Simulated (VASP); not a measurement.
# NiO (F-43m) in VASP: equation of state, part 2 of 2

VASP 6.6.1.

**5. Equation of state, PBE, collinear spin, ferromagnetic start, 8.94 Å³/atom (volume scaled by 1.02)**

The input, INCAR:

```
PREC     = Accurate       # precision mode
ENCUT    = 520            # plane-wave cutoff, eV
EDIFF    = 1E-7           # SCF threshold, eV
ISMEAR   = -1             # smearing method
SIGMA    = 0.05           # smearing width, eV
LREAL    = False          # projectors in reciprocal space
LASPH    = True           # aspherical terms in the spheres
NELM     = 150            # most SCF steps
ALGO     = Normal         # electronic algorithm
ISIF     = 2              # what is computed and relaxed
LWAVE    = False          # write WAVECAR
LCHARG   = False          # write CHGCAR
ISPIN    = 2              # spin polarisation
MAGMOM   = 1 0            # initial moments
LORBIT   = 11             # projections on sites
LMAXMIX  = 4              # l up to which the mixer works
GGA      = PE             # functional
NBANDS   = 19             # bands
```

The input, KPOINTS:

```
regular mesh
0
Gamma
  11 11 11
```

The input, POSCAR:

```
NiO
1.0
    0.0000000000      2.0758280388      2.0758280388
    2.0758280388      0.0000000000      2.0758280388
    2.0758280388      2.0758280388      0.0000000000
Ni O
1 1
Direct
    0.0000000000      0.0000000000      0.0000000000
    0.7500000000      0.7500000000      0.7500000000
```

Started as:

```console
$ cat potpaw_PBE.64/Ni/POTCAR potpaw_PBE.64/O/POTCAR > POTCAR
$ mpirun -np 1 vasp_std > vasp.out
```

It took 47 s on 1 thread of Intel Xeon Platinum 8375C at 2.90GHz (Ice Lake), shared host; peak memory 0.17 GiB.

Results (log left out):

| Item | Value |
| --- | --- |
| Free energy | -10.9669 eV |
| Pressure | 53.3 GPa |
| Band gap on the k mesh | none (metal or under the smearing width) |
| Net moment | 1.11 μB per cell |
| Site moments | Ni +0.88; O +0.20 μB |
| Valence electrons inside the program's atomic spheres | Ni 9.69; O 5.09 |

Caveat: a cell with one magnetic atom can't hold antiferromagnetic order, which such compounds often take; semilocal functionals often make such compounds metallic where correlation or magnetic order opens a gap, which also shifts bond lengths.

**6. Equation of state, PBE, collinear spin, ferromagnetic start, 9.12 Å³/atom (volume scaled by 1.04)**

The input, INCAR:

```
  ALGO = Normal
  EDIFF = 1E-7
  ENCUT = 520
  GGA = PE
  ISIF = 2
  ISMEAR = -1
  ISPIN = 2
  LASPH = True
  LCHARG = False
  LMAXMIX = 4
  LORBIT = 11
  LREAL = False
  LWAVE = False
  MAGMOM = 1 0
  NBANDS = 19
  NELM = 120
  PREC = Accurate
  SIGMA = 0.05
```

The input, KPOINTS:

```
k-points
0
Gamma
  11 11 11
```

The input, POSCAR:

```
NiO
1.0
    0.0000000000      2.0893078194      2.0893078194
    2.0893078194      0.0000000000      2.0893078194
    2.0893078194      2.0893078194      0.0000000000
Ni O
1 1
Direct
    0.0000000000      0.0000000000      0.0000000000
    0.7500000000      0.7500000000      0.7500000000
```

Potentials or basis: VASP PAW PBE potentials, release 64 (Ni, O).

Started as:

```console
$ cat potpaw_PBE.64/Ni/POTCAR potpaw_PBE.64/O/POTCAR > POTCAR
$ mpirun -np 1 vasp_std > vasp.out
```

Wall time 61 s (1 thread of Intel Xeon Platinum 8375C at 2.90GHz (Ice Lake), shared host); peak memory 0.17 GiB.

It converged, with:

```yaml
Free_energy: -11.0769 eV
Pressure: 46.8 GPa
Band_gap_on_the_k_mesh: none (metal or under the smearing width)
Net_moment: 1.22 μB per cell
Site_moments: Ni +0.97; O +0.22 μB
Valence_electrons_inside_the_program's_atomic_spheres: Ni 9.63; O 5.08
```

Caveat: a cell with one magnetic atom can't hold antiferromagnetic order, which such compounds often take; semilocal functionals often make such compounds metallic where correlation or magnetic order opens a gap, which also shifts bond lengths.

**7. Equation of state, PBE, collinear spin, ferromagnetic start, 9.30 Å³/atom (volume scaled by 1.06)**

The input, INCAR:

```
SYSTEM = NiO
PREC = Accurate ; ENCUT = 520
EDIFF = 1E-7 ; ISMEAR = -1
SIGMA = 0.05 ; LREAL = .False.
LASPH = .True. ; NELM = 120
ALGO = Normal ; ISIF = 2
LWAVE = .False. ; LCHARG = .False.
ISPIN = 2 ; MAGMOM = 1 0
LORBIT = 11 ; LMAXMIX = 4
GGA = PE ; NBANDS = 19
```

The input, KPOINTS:

```
regular mesh
0
Gamma
  11 11 11
  0 0 0
```

The input, POSCAR:

```
NiO
1.0
    0.0000000000      2.1026158713      2.1026158713
    2.1026158713      0.0000000000      2.1026158713
    2.1026158713      2.1026158713      0.0000000000
Ni O
1 1
Direct
    0.0000000000      0.0000000000      0.0000000000
    0.7500000000      0.7500000000      0.7500000000
```

Potentials or basis: VASP PAW PBE potentials, release 64 (Ni, O).

Started as:

```console
$ cat potpaw_PBE.64/Ni/POTCAR potpaw_PBE.64/O/POTCAR > POTCAR
$ mpirun -np 1 vasp_std > vasp.out
```

OUTCAR:

```text
SYSTEM = NiO
   PREC = Accurate
   ENCUT = 520
   EDIFF = 1E-7
   ISMEAR = -1
   LREAL = .False.
   LASPH = .True.
   NELM = 120
   ISIF = 2
   ISPIN = 2
   LORBIT = 11
   GGA = PE

 Found     56 irreducible k-points:

 Following reciprocal coordinates:
            Coordinates               Weight
  0.000000  0.000000  0.000000      1.000000
  0.090909  0.000000  0.000000      8.000000
  0.181818  0.000000  0.000000      8.000000
  0.272727  0.000000  0.000000      8.000000
  0.363636  0.000000  0.000000      8.000000
  0.454545  0.000000  0.000000      8.000000
   k-points           NKPTS =     56   k-points in BZ     NKDIM =     56   number of bands    NBANDS=     19
   number of dos      NEDOS =    301   number of ions     NIONS =      2
   total plane-waves  NPLWV =  13824
   dimension x,y,z NGX =    24 NGY =   24 NGZ =   24
   dimension x,y,z NGXF=    48 NGYF=   48 NGZF=   48
   ions per type =               1   1
   NGX,Y,Z   is equivalent  to a cutoff of  13.42, 13.42, 13.42 a.u.
   NGXF,Y,Z  is equivalent  to a cutoff of  26.84, 26.84, 26.84 a.u.
 SYSTEM =  NiO
   PREC   = accura    normal or accurate (medium, high low for compatibility)
   ISTART =      0    job   : 0-new  1-cont  2-samecut
   ICHARG =      2    charge: 1-file 2-atom 10-const
   ISPIN  =      2    spin polarized calculation?
   LNONCOLLINEAR =      F non collinear calculations
   LSORBIT =      F    spin-orbit coupling
   LASPH  =      T    aspherical Exc in radial PAW
   ENCUT  =  520.0 eV  38.22 Ry    6.18 a.u.   5.53  5.53  5.53*2*pi/ulx,y,z
   NELM   =    120;   NELMIN=  2; NELMDL= -5     # of ELM steps
   EDIFF  = 0.1E-06   stopping-criterion for ELM
   LREAL  =      F    real-space projection
   EDIFFG = 0.1E-05   stopping-criterion for IOM
   NSW    =      0    number of steps for IOM
   IBRION =     -1    ionic relax: 0-MD 1-quasi-New 2-CG
   NFREE  =      0    steps in history (QN), initial steepest desc. (CG)
   ISIF   =      2    stress and relaxation
   ISYM   =      2    0-nonsym 1-usesym 2-fastsym
   POTIM  = 0.5000    time-step for ionic-motion
   TEBEG  =    0.0;   TEEND  =   0.0 temperature during run
   PSTRESS=    0.0 pullay stress
   NELECT =      16.0000    total number of electrons
   NUPDOWN=      -1.0000    fix difference up-down
   EMIN   =  10.00;   EMAX   =-10.00  energy-range for DOS
   EFERMI =   0.00;   METHOD = LEGACY
   ISMEAR =    -1;   SIGMA  =   0.05  broadening in eV -4-tet -1-fermi 0-gaus
   EFERMI_NEDOS =   21; number of points for ismear=-14 and -15
   IALGO  =     38    algorithm
   IMIX   =      4    mixing-type and parameters
[... 34 lines left out ...]
 fundamental gap:      0.0162631434
 Fermi energy:         8.1544415263

 spin component 1

 k-point     1 :       0.0000    0.0000    0.0000
  band No.  band energies     occupation
      1     -13.4870      1.00000
      2       0.8873      1.00000
      3       0.8873      1.00000
      4       0.8873      1.00000
      5       5.5353      1.00000
      6       5.5353      1.00000
[... 109 lines left out ...]
      6       5.6763      1.00000
[... 11 lines left out ...]
     18      37.5394      0.00000
     19      37.7428      0.00000

 [... further k-points ...]

 spin component 2

 k-point     1 :       0.0000    0.0000    0.0000
  band No.  band energies     occupation
      1     -13.0938      1.00000
      2       1.5484      1.00000
      3       1.5484      1.00000
      4       1.5484      1.00000
      5       6.3283      1.00000
      6       6.3283      1.00000
[... 109 lines left out ...]
      6       6.5497      1.00000
[... 11 lines left out ...]
     18      37.7381      0.00000
     19      38.0301      0.00000

 [... further k-points ...]

------------------------ aborting loop because EDIFF is reached ----------------------------------------

  FORCE on cell =-STRESS in cart. coord.  units (eV):
  Direction    XX          YY          ZZ          XY          YZ          ZX
  --------------------------------------------------------------------------------------
  -------------------------------------------------------------------------------------
  Total        4.7437272      4.7437272      4.7437272      0.0000000      0.0000000     -0.0000000
  in kB      408.8090268    408.8090268    408.8090268      0.0000000      0.0000000     -0.0000000
  external PRESSURE =     408.8090268 kB  Pullay stress =       0.0000000 kB

 VOLUME and BASIS-vectors are now :
 -----------------------------------------------------------------------------
  energy-cutoff  :      520.00
  volume of cell :       18.59
      direct lattice vectors                 reciprocal lattice vectors
     0.000000000  2.102615871  2.102615871    -0.237799023  0.237799023  0.237799023
     2.102615871  0.000000000  2.102615871     0.237799023 -0.237799023  0.237799023
     2.102615871  2.102615871  0.000000000     0.237799023  0.237799023 -0.237799023

 POSITION                                       TOTAL-FORCE (eV/Angst)
 -----------------------------------------------------------------------------------
      0.00000      0.00000      0.00000         0.000000     -0.000000     -0.000000
      3.15392      3.15392      3.15392        -0.000000      0.000000      0.000000
 -----------------------------------------------------------------------------------
    total drift:                                0.000001      0.000001      0.000000

  FREE ENERGIE OF THE ION-ELECTRON SYSTEM (eV)
  ---------------------------------------------------
  free  energy   TOTEN  =       -11.1731520694 eV

  energy  without entropy=      -11.1570280864  energy(sigma->0) =      -11.16509008

 total charge

# of ion       s       p       d       tot
------------------------------------------
    1        0.461   0.692   8.418   9.570
    2        1.563   3.503   0.000   5.066
--------------------------------------------------
tot          2.024   4.194   8.418  14.636

 magnetization (x)

# of ion       s       p       d       tot
------------------------------------------
    1        0.002   0.043   0.997   1.042
    2        0.012   0.228   0.000   0.240
--------------------------------------------------
tot          0.013   0.271   0.997   1.282
```

Wall time 56 s (1 thread of Intel Xeon Platinum 8375C at 2.90GHz (Ice Lake), shared host); peak memory 0.16 GiB.

What came out:

| Quantity | Value |
| --- | --- |
| Free energy | -11.1732 eV |
| Pressure | 40.9 GPa |
| Band gap on the k mesh | none (metal or under the smearing width) |
| Net moment | 1.31 μB per cell |
| Site moments | Ni +1.04; O +0.24 μB |
| Valence electrons inside the program's atomic spheres | Ni 9.57; O 5.07 |

Caveat: a cell with one magnetic atom can't hold antiferromagnetic order, which such compounds often take; semilocal functionals often make such compounds metallic where correlation or magnetic order opens a gap, which also shifts bond lengths.

**8. Equation of state, PBE, collinear spin, ferromagnetic start**

No new run: the results of the series are fitted here.

What came out:

```
Equilibrium volume : outside the volumes run
```

Energy against volume, from the lowest point:
```csv
volume (Å³/atom),energy (meV/atom)
8.243,407.74
8.419,317.02
8.594,236.55
8.769,165.65
8.945,103.18
9.120,48.14
9.296,0.00
```
